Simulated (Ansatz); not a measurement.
Stationary points along a deformation path in TiCo2

The calculation used DFT PBEsol, scalar-relativistic, plane waves, PAW in Ansatz. The runs took a 420 eV cutoff, a Γ-centred 14×14×14 mesh and Gaussian smearing (0.15 eV). No spin polarisation. A magnetic state may lie lower. Energies are free energies at this smearing, counted from the undisturbed cell; pressure is positive in compression.

Zero of the scan (relaxed at this level; with this scan's settings it stands at 0.1 GPa; it needn't be the usual structure):

```
CELL_PARAMETERS angstrom
0.00000 3.27632 3.27632
3.27632 0.00000 3.27632
3.27632 3.27632 0.00000
ATOMIC_POSITIONS crystal
Ti 0.50000 0.50000 0.50000
Ti 0.75000 0.75000 0.75000
Co 0.12500 0.12500 0.12500
Co 0.62500 0.12500 0.12500
Co 0.12500 0.12500 0.62500
Co 0.12500 0.62500 0.12500
```

At fixed volume and fractional coordinates, lengths along (0.000, 0.000, 1.000) are scaled against those across it; ρ is that ratio over its starting value. V = 11.723 Å³/atom. Δσ is the stress along the axis less the mean stress across it (compression positive).

| ρ | ΔE (meV/atom) | Δσ (GPa) | space group |
| --- | --- | --- | --- |
| 0.707 | 380.3 | 33.46 | I4_1/amd |
| 0.850 | 106.4 | 23.72 | I4_1/amd |
| 1.000 | 0.0 | 0.00 | Fd-3m |
| 1.200 | 151.3 | -32.22 | I4_1/amd |
| 1.414 | 481.4 | -48.04 | I4_1/amd |

Problem. How does the stress give the slope of the energy, and where is the energy stationary?

Solution. Along the path d ln(length) is 2/3 d ln ρ on the axis and −1/3 d ln ρ across it, so dE/d ln ρ = −(2/3) V Δσ: the energy falls with ρ where Δσ is positive. Δσ vanishes or changes sign at ρ = 1.000 (Fd-3m), a minimum at 0.0 meV/atom. Pairs of stationary points between two samples would go unseen, and could change a minimum read from distant neighbours into a maximum. At ρ = 1.000 the cell is cubic, where symmetry alone makes the stress isotropic and the slope zero.

In a metal these slopes depend on the k mesh and the smearing.

Cost: 5 runs of about 4.8 core-minutes in all, on Arm Neoverse V2 (shared hosts).